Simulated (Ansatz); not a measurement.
**Eigenvalues along a path: P (simple hexagonal type)**

```
P
1.0
     2.62664    0.00000    0.00000
    -1.31332    2.27474    0.00000
     0.00000    0.00000    2.46668
P
1
Direct
  0.00000 0.00000 0.00000
```

The cell comes from a relaxation on PAW files under the same functional, begun from a prototype that needn't be the stable phase.

All numbers are PBE results (scalar-relativistic) from Ansatz 0.2.0, with a Γ-centred 18×18×17 k mesh, Fermi–Dirac smearing of 0.05 eV, no spin polarisation. Methods: LAPW: all electrons, basis error target 1 meV/atom.

Path points, in fractions of the reciprocal vectors: Γ (0.000, 0.000, 0.000), M (0.500, 0.000, 0.000), K (0.333, 0.333, 0.000), A (0.000, 0.000, 0.500), L (0.500, 0.000, 0.500), H (0.333, 0.333, 0.500). Levels in eV from the Fermi level; bands 5 to 9, counted from the lowest band of the run. The gap is zero, the pressure 0.04 GPa.

```
# k(1/Å) point b5 b6 b7 b8 b9
0.000 Γ -16.38 4.75 6.10 6.10 6.76
0.197 - -16.24 4.59 4.86 5.68 7.50
0.395 - -15.83 2.27 4.80 5.18 7.74
0.592 - -15.16 -0.26 3.90 5.69 7.30
0.789 - -14.22 -2.76 3.14 6.38 6.66
0.986 - -13.06 -5.09 2.57 6.11 7.16
1.184 - -11.76 -7.11 2.22 5.76 7.87
1.381 M -10.92 -8.18 2.11 5.64 8.18
1.495 - -10.88 -8.14 1.42 6.37 8.20
1.609 - -10.77 -8.00 0.10 7.84 8.27
1.723 - -10.58 -7.78 -1.33 8.36 9.48
1.837 - -10.33 -7.47 -2.73 8.49 11.09
1.951 - -10.04 -7.06 -4.03 8.61 12.44
2.065 - -9.77 -6.57 -5.16 8.72 13.22
2.178 K -9.63 -6.00 -6.00 8.76 13.43
2.406 - -10.42 -6.12 -4.59 8.52 12.88
2.634 - -12.01 -4.79 -2.85 7.80 11.72
2.862 - -13.52 -2.88 -0.82 6.87 10.46
3.090 - -14.75 -0.64 1.43 5.99 9.33
3.318 - -15.65 1.82 3.69 5.32 8.42
3.545 - -16.20 4.31 4.89 5.46 7.64
3.773 Γ -16.38 4.75 6.10 6.10 6.76
3.955 - -16.26 2.92 6.18 6.18 8.53
4.137 - -15.93 0.42 6.43 6.43 10.77
4.319 - -15.37 -1.99 6.82 6.82 12.13
4.501 - -14.61 -4.23 7.34 7.34 12.64
4.683 - -13.68 -6.22 7.91 7.91 13.17
4.865 - -12.73 -7.83 8.39 8.39 13.59
5.047 A -12.22 -8.55 8.60 8.60 13.75
5.244 - -12.08 -8.43 7.73 8.21 13.44
5.441 - -11.67 -8.06 5.72 7.39 10.89
5.639 - -10.99 -7.46 3.33 6.54 8.32
5.836 - -10.04 -6.65 0.90 5.82 5.90
6.033 - -8.84 -5.70 -1.41 3.76 5.28
6.231 - -7.42 -4.79 -3.52 2.13 4.95
6.428 L -6.23 -4.94 -4.37 1.46 4.84
6.542 - -6.19 -4.89 -4.34 1.51 4.35
6.656 - -6.06 -4.76 -4.26 1.65 3.23
6.770 - -5.86 -4.54 -4.13 1.88 1.92
6.883 - -5.57 -4.24 -3.97 0.58 2.21
6.997 - -5.22 -3.85 -3.79 -0.72 2.63
7.111 - -4.84 -3.65 -3.38 -1.91 3.14
7.225 H -4.61 -3.59 -2.82 -2.82 3.74
7.453 - -5.90 -3.93 -2.42 -1.46 3.14
7.681 - -7.74 -4.90 -0.87 0.21 3.86
7.909 - -9.32 -6.06 1.03 2.16 5.49
8.137 - -10.58 -7.10 3.17 4.29 7.68
8.364 - -11.49 -7.90 5.43 6.40 10.28
8.592 - -12.03 -8.39 7.53 8.01 13.10
8.820 A -12.22 -8.55 8.60 8.60 13.75
```
